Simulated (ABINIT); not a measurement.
HfC:

```
Hf C
1.0
     0.00000    2.32500    2.32500
     2.32500    0.00000    2.32500
     2.32500    2.32500    0.00000
Hf C
1 1
Direct
  0.50000 0.50000 0.50000
  0.00000 0.00000 0.00000
```

| Property | Result |
| --- | --- |
| Program | ABINIT 10.8.3 (patched build) |
| Task | relaxation of cell and atoms |
| Functional | LDA |
| Potentials or basis | PseudoDojo NC SR LDA v0.4.1 standard |
| Cutoff | 1116 eV |
| k mesh | 8 × 8 × 8 |
| Occupations | fermi-dirac, width 0.05 eV |
| Spin | no spin polarisation |

At the start: pressure -13.6 GPa; volume 12.57 Å³/atom.

**Question.** Where does the relaxation end?

**Answer.** Over 4 steps the energy falls by 31.1 meV/atom and the volume is 11.87 Å³/atom (-5.5 %); space group Fm-3m (No. 225, to 0.05 Å).

Step by step:
```tsv
step	energy change (eV)	largest force (eV/Å)	pressure (GPa)	volume (Å³)
1	0.0000	0.0000	-13.62	25.14
2	-0.0577	0.0000	-3.93	24.10
3	-0.0621	0.0000	0.28	23.72
4	-0.0622	0.0000	-0.01	23.74
```

Final structure:
```
Hf C
1.0
     0.00000    2.28119    2.28119
     2.28119    0.00000    2.28119
     2.28119    2.28119    0.00000
Hf C
1 1
Direct
  0.50000 0.50000 0.50000
  0.00000 0.00000 0.00000
```
